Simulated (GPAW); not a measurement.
Input of a GPAW 26.7.0 run:

Contents of run.py:

```python
from ase.dft.bandgap import bandgap
from ase.io import read, write
from ase.units import GPa
from gpaw import GPAW, PW

atoms = read('PbSe.xyz')

calc = GPAW(mode=PW(600),
            xc='PBE',
            kpts={'size': (8, 8, 8), 'gamma': True},
            occupations={'name': 'fermi-dirac', 'width': 0.05},
            nbands=19,
            convergence={'density': 1e-05, 'energy': 1e-05},
            maxiter=150,
            txt='gpaw.txt')
atoms.calc = calc
energy = atoms.get_potential_energy()
forces = atoms.get_forces()
stress = atoms.get_stress()
calc.write('gs.gpw')
write('result.traj', atoms)
print(f'Energy: {energy:.6f} eV')
print('Forces (eV/A):')
print(forces.round(4))
print('Stress (GPa):', (stress / GPa).round(3))
print('Fermi level:', round(calc.get_fermi_level(), 4), 'eV')
print(f'Gap: {bandgap(calc)[0]:.4f} eV, direct: {bandgap(calc, direct=True)[0]:.4f} eV')

path = atoms.cell.bandpath('GXWKGLUWLK,UX', npoints=100, eps=1e-4)
bs_calc = calc.fixed_density(kpts=path, symmetry='off', nbands=31,
                             convergence={'bands': 'CBM+6.0', 'eigenstates': 1e-6}, txt='bands.txt')
bs = bs_calc.band_structure()
bs.write('bs.json')
print(f'Gap on the path: {bandgap(bs_calc)[0]:.4f} eV')
```

Contents of PbSe.xyz:

```xyz
2
Lattice="0.0000000000 3.0606500000 3.0606500000 3.0606500000 0.0000000000 3.0606500000 3.0606500000 3.0606500000 0.0000000000" Properties=species:S:1:pos:R:3 pbc="T T T"
Pb     0.0000000000      0.0000000000      0.0000000000
Se     3.0606500000      3.0606500000      3.0606500000
```

Potentials or basis: GPAW PAW data sets (gpaw-data 1.2.1), pw.

Run with:

```sh
$ OMP_NUM_THREADS=1 python run.py
```

What does it give for the pressure?

2.2 GPa.

What does it give for the band gap along the path?

0.24 eV, direct.

Levels at the corners of the path, in eV from the valence-band top:
```
point  band 6  band 7  band 8  band 9  band 10  band 11  band 12  band 13  band 14
    Γ  -13.62   -6.27   -1.93   -1.93    -1.93     4.65     4.65     4.65     6.49
    X  -12.19   -7.34   -5.03   -3.28    -3.28     3.66     5.55     5.55     5.99
    W  -12.16   -7.98   -4.28   -4.28    -0.82     1.83     4.91     4.91     7.69
    K  -12.20   -8.01   -4.62   -2.77    -2.43     3.35     3.95     5.39     5.79
    Γ  -13.62   -6.27   -1.93   -1.93    -1.93     4.65     4.65     4.65     6.49
    L  -12.56   -8.78   -1.51   -1.51     0.00     0.24     1.64     1.64     8.52
    U  -12.20   -8.01   -4.62   -2.77    -2.43     3.35     3.95     5.39     5.79
    W  -12.16   -7.98   -4.28   -4.28    -0.82     1.83     4.91     4.91     7.69
    L  -12.56   -8.78   -1.51   -1.51     0.00     0.24     1.64     1.64     8.52
    K  -12.20   -8.01   -4.62   -2.77    -2.43     3.35     3.95     5.39     5.79
    U  -12.20   -8.01   -4.62   -2.77    -2.43     3.35     3.95     5.39     5.79
    X  -12.19   -7.34   -5.03   -3.28    -3.28     3.66     5.55     5.55     5.99
```

Caveat: spin-orbit coupling is left out, which as a rule narrows the gap of such compounds by several tenths of an eV.

**Measured values to compare with.**

A printed reference work, monograph reports, for a bulk crystal of PbSe at 300 K: band gap 0.28 eV (direct).

A measured gap of PbSe is 0.28 eV (direct; 300 K; a printed reference work, monograph); the calculated 0.24 eV misses it by -0.04 eV. 2 values of this kind are on record (0.15 to 0.28 eV); this one was drawn at random. Spin-orbit coupling on Pb, Se is left out. The value is that of PBE, without temperature or zero-point motion. Semilocal functionals fall short of measured gaps as a rule.
